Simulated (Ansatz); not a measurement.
## MgO (Periclase, Fm-3m): relaxing the cell for a phonon run

Wanted: the relaxed cell of MgO (Periclase, Fm-3m).

Calculated with Ansatz 0.2.0; DFT PBEsol, scalar-relativistic, plane waves, PAW.

The experiments to compare with:

For MgO, rock salt (commercial single-crystal MgO(001) substrate), “Fully strained epitaxial Ti1-xMgxN(001) layers” (2019, arxiv:1901.10525) gives, by XRD reciprocal space map, 113 reflection: lattice constant a (cubic lattice constant of substrate) 4.212 ± 0.001 Å.

“Electronic structure of alkaline earth and post-transition metal oxides” (2009, arxiv:0908.1581) quotes from earlier work for MgO, rocksalt (bulk crystal): band gap (literature experimental gap) 7.83 eV [Literature value based on experiment; other listed experimental values range from 7.7 to …].

Most raw output is cut from this account.

The database entry behind the starting cell differs from later determinations by our own check (about 0.1 % long), so it need not match the best structure at ambient conditions.

### Step 1. Set-up

Symmetry: Fm-3m, No. 225, cubic system. Conventional cell: a = 4.217 Å, b = 4.217 Å, c = 4.217 Å, α = 90.00°, β = 90.00°, γ = 90.00°. Nearest to Mg lie 6 O at 2.11 Å. Nearest to O lie 6 Mg at 2.11 Å. Farther neighbours and most contacts between anions are not listed.

### Step 2. A coarse first look

First a cheap look: the gap decides the mesh and the occupations, the pressure tells how far the cell has to move.

The input, input.yaml:

```yaml
crystal:
  lattice:
    - [0.0, 2.1085, 2.1085]
    - [2.1085, 0.0, 2.1085]
    - [2.1085, 2.1085, 0.0]
  atoms:
    - { symbol: Mg, position: [0.0, 0.0, 0.0] }
    - { symbol: O, position: [0.5, 0.5, 0.5] }
kpoints:
  mp_grid: { grid: [8, 8, 8] }
hamiltonian:
  xc: pbesol
scf:
  occupations: { method: gaussian, width: 0.1 }
output:
  forces: true
  stress: true
  eigenvalues: true
```

Run with:

```
$ ansatz run input.yaml --threads 4 --pin off --max-ram 7168MiB --backend cpu --events-out ev --progress --plain --runs-dir out
```

Run time: 0.4 s. Hardware: 4 threads of Arm Neoverse V1, shared host; peak memory 0.24 GiB; 0.95 s of CPU time.

This step gave:

- pressure: -0.3264 GPa
- gap on the k-mesh: 4.600 eV
- volume per atom: 9.374 Å³
- direct gap on mesh: 4.600 eV

The coarse mesh shows a gap of 4.60 eV and a pressure of -0.3 GPa.

### Step 3. Relaxation

The cell and atoms are relaxed, since residual forces and stress would shift the frequencies.

input.yaml, the sections that differ from step 2:

```yaml
kpoints:
  mp_grid: { grid: [10, 10, 10] }
scf:
  occupations: { method: gaussian, width: 0.02 }
output:
  forces: true
  stress: true
  eigenvalues: true
  write_density: true
  write_potential: true
  elf: true
  volumetric_format: npy
relax:
  adjacent_minimum: "off"
  f_tol: 0.005
  max_steps: 80
  cell: { stress_tol: 0.05 }
# crystal, hamiltonian: as in step 2
```

It took 1.5 s on 4 threads; peak memory 0.28 GiB; 4.6 s of CPU time.

Little changed from the start: no atom moved by 0.005 Å and no cell edge by 0.1 %.

Numbers from this step:

```
pressure           : -0.01627 GPa
gap on the k-mesh  : 4.619 eV
volume per atom    : 9.356 Å³
direct gap on mesh : 4.619 eV
```

Valence density in the ac plane of the conventional cell at fractional y = 0.000, with atoms of Mg and O within 0.2 Å of it. It is the smooth field of the valence electrons, not physical close to the nuclei.

Ten steps, logarithmic in the rise over the least value, from '_' (0 e/Å³) to '@' (26 e/Å³), each cell a mean:
```
@@##::__::==****++--....++%%
++--____..--==++==::____::++
..________..::::::..______..
....__________..__________..
----..______::--..____..::--
**++--..__--##%%**..__::==++
##**--....++@@@@%%--..::++**
**++--....++%%@@##::__::==**
++==::____::++++--____..--==
::::..______....________..::
..__________......__________
--..____..::------..______::
%%**..__::==++**++--..__--##
@@%%--..::++**##**--....++@@
```
Columns run along a (4.2 Å), rows up along c (4.2 Å), edges of the conventional cell, whose origin can differ from the input's. Atoms in or near the plane, at fractional coordinates: Mg at (0.00, 0.00), Mg at (0.50, 0.50), O at (0.50, 0.00), O at (0.00, 0.50).

ELF in the ac plane of the conventional cell at fractional y = 0.000, with atoms of Mg and O within 0.2 Å of it. It is the smooth field of the valence electrons, not physical close to the nuclei.

Ten even steps from '_' (0.06) to '@' (0.81), each cell a mean:
```
--==..::%%@@##**@@@@++__----
--::__..**@@@@@@@@%%==__..--
..______--**%%%%##++..______
++++--..__..::::::..__..==++
@@@@##--____......__..++%%@@
%%@@@@++__::====--..::##@@@@
==%%@@++..----::==..::%%@@**
**@@@@++__------==..::%%@@##
@@@@%%==__..----::__..**@@@@
%%##++..______..______--**%%
::::..__..==++++++--..__..::
....__..++%%@@@@@@##--____..
==--..::##@@@@%%@@@@++__::==
::==..::%%@@**==%%@@++..----
```
Columns run along a (4.2 Å), rows up along c (4.2 Å), edges of the conventional cell, whose origin can differ from the input's. Atoms in or near the plane, at fractional coordinates: Mg at (0.00, 0.00), Mg at (0.50, 0.50), O at (0.50, 0.00), O at (0.00, 0.50).

Electrostatic potential energy in the ac plane of the conventional cell at fractional y = 0.000, with atoms of Mg and O within 0.2 Å of it. With pseudopotentials it is smooth inside the atoms' cores, unlike the true potential.

Ten even steps from '0' (-65 eV) to '9' (11 eV), each cell a mean:
```
02799643589850
46899966799975
88999999999998
99999999999999
89999876799998
46998621479975
24898400169963
35898500279964
67999754689996
99999988899999
99999999999999
67999988999987
14799754699862
01699632489840
```
Columns run along a (4.2 Å; values clipped at the 3rd and 97th percentile), rows up along c (4.2 Å), edges of the conventional cell, whose origin can differ from the input's. Atoms in or near the plane, at fractional coordinates: Mg at (0.00, 0.00), Mg at (0.50, 0.50), O at (0.50, 0.00), O at (0.00, 0.50).

In this step the volume went from 9.37 to 9.36 Å³/atom.

### Step 4. Relaxing to small forces for the phonons

Phonons need a cell at rest on their own settings, so the relaxation is repeated with tight tolerances on forces and stress, using the mesh and the filling of the phonon run that follows.

input.yaml, the sections that differ from step 3:

```yaml
crystal:
  lattice:
    - [0.0, 2.1071294975, 2.1071294975]
    - [2.1071294975, 0.0, 2.1071294975]
    - [2.1071294975, 2.1071294975, 0.0]
  atoms:
    - { symbol: Mg, position: [0.0, 0.0, 0.0] }
    - { symbol: O, position: [0.5, 0.5, 0.5] }
kpoints:
  mp_grid: { grid: [12, 12, 12] }
scf:
  occupations: { method: fixed }
relax:
  adjacent_minimum: "off"
  f_tol: 0.001
  max_steps: 60
  cell: { stress_tol: 0.01 }
# hamiltonian, output: as in step 3
```

Elapsed: 1.4 s, on 4 threads; peak memory 0.28 GiB.

Little changed from the start: no atom moved by 0.005 Å and no cell edge by 0.1 %.

Numbers from this step:

```
pressure        : -0.007375 GPa
volume per atom : 9.355 Å³
```

ELF in the ac plane of the conventional cell at fractional y = 0.000, with atoms of Mg and O within 0.2 Å of it. It is the smooth field of the valence electrons, not physical close to the nuclei.

Ten even steps from '_' (0.06) to '@' (0.81), each cell a mean:
```
--==..::%%@@##**@@@@++__----
--::__..**@@@@@@@@%%==__..--
..______--**%%%%##++..______
++++--..__..::::::..__..==++
@@@@##--____......__..++%%@@
%%@@@@++__::====--..::##@@@@
==%%@@++..----::==..::%%@@**
**@@@@++__------==..::%%@@##
@@@@%%==__..----::__..**@@@@
%%##++..______..______--**%%
::::..__..==++++++--..__..::
....__..++%%@@@@@@##--____..
==--..::##@@@@%%@@@@++__::==
::==..::%%@@**==%%@@++..----
```
Columns run along a (4.2 Å), rows up along c (4.2 Å), edges of the conventional cell, whose origin can differ from the input's. Atoms in or near the plane, at fractional coordinates: Mg at (0.00, 0.00), Mg at (0.50, 0.50), O at (0.50, 0.00), O at (0.00, 0.50).

Valence density in the ac plane of the conventional cell at fractional y = 0.000, with atoms of Mg and O within 0.2 Å of it. It is the smooth field of the valence electrons, not physical close to the nuclei.

Ten steps, logarithmic in the rise over the least value, from '0' (0 e/Å³) to '9' (26 e/Å³), each cell a mean:
```
97202466531158
53001345420025
10000122210001
11000001000001
33100023100123
65310378610245
76311599831256
65311589720246
54200255300134
22100011000012
10000011100000
31001233310002
86102456531037
98312567631159
```
Columns run along a (4.2 Å), rows up along c (4.2 Å), edges of the conventional cell, whose origin can differ from the input's. Atoms in or near the plane, at fractional coordinates: Mg at (0.00, 0.00), Mg at (0.50, 0.50), O at (0.50, 0.00), O at (0.00, 0.50).

Electrostatic potential energy in the ac plane of the conventional cell at fractional y = 0.000, with atoms of Mg and O within 0.2 Å of it. With pseudopotentials it is smooth inside the atoms' cores, unlike the true potential.

Ten even steps from '0' (-65 eV) to '9' (11 eV), each cell a mean:
```
02799643589850
46899966799975
88999999999998
99999999999999
89999876799998
46998621479975
24898400169963
35898500279964
67999754689996
99999988899999
99999999999999
67999988999987
14799754699862
01699632489840
```
Columns run along a (4.2 Å; values clipped at the 3rd and 97th percentile), rows up along c (4.2 Å), edges of the conventional cell, whose origin can differ from the input's. Atoms in or near the plane, at fractional coordinates: Mg at (0.00, 0.00), Mg at (0.50, 0.50), O at (0.50, 0.00), O at (0.00, 0.50).

The forces vanish by symmetry and the pressure is -0.007 GPa, within the tolerances set. The cell now holds 9.36 Å³/atom.

### Step 5. Summary of results

```
space group after relaxation (within 0.01 Å) : Fm-3m
lattice constant a                           : 4.214 Å
lattice constant b                           : 4.214 Å
lattice constant c                           : 4.214 Å
volume per atom                              : 9.36 Å³
gap on the k-mesh                            : 4.62 eV
```

**Reading.** The forces vanish by symmetry and the pressure is -0.007 GPa, within the tolerances set. The cell now holds 9.36 Å³/atom. The relaxation keeps the symmetry of its start, so it says nothing on stability against lower symmetry.

Computed beside measured:

| quantity | measured | PBEsol, PAW |
| --- | --- | --- |
| lattice constant a (Å) | 4.212 | 4.214 (+0.1 %) |
| band gap (least gap) (eV) | 7.83 | 4.62 (-3.21 eV) |

Measured values from arxiv:1901.10525 (2019) and arxiv:0908.1581 (2009).

How well it matches: The lattice constant a is off by +0.1 %: good agreement. The band gap is off by -3.21 eV: a clear miss. Local and semilocal functionals usually give gaps below the measured ones. Zero-point and thermal motion shift the measured gap. The grades are ours: good and fair within 0.7 and 1.5 % for the lattice constant a. Zero-point motion and thermal expansion are not in the computed lattice constants.

[Logs are printed without paths, hosts, clocks, repeated set-up lines and the standing remarks that a program may print on its own settings, such as how far it seeks lower states.]

[Hosts, paths, dates, database ids (printed as entryN), source tags and the programs' standing remarks are cut or masked in the printed files.]
